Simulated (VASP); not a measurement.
The system is LiCl.

```
Cl Li
1.0
     0.00000    2.56477    2.56477
     2.56477    0.00000    2.56477
     2.56477    2.56477    0.00000
Cl Li
1 1
Direct
  0.50000 0.50000 0.50000
  0.00000 0.00000 0.00000
```

Base run:

| Quantity | Value |
| --- | --- |
| Program | VASP 6.6.1 |
| Functional | HSE03 |
| Potentials or basis | VASP PAW PBE potentials, release 64 (Cl, Li_sv) |
| Cutoff | 520 eV |
| k mesh | 6 × 6 × 6 |
| Occupations | gaussian, width 0.02 eV |
| Spin | no spin polarisation |

Its results: band gap on the k mesh 7.49 eV, direct.

Q: The run is repeated on the same cell with these changes: functional from HSE03 to HSE06. What comes out?

A: Band gap on the k mesh 7.75 eV, direct.

Not every run made on this cell is shown here.
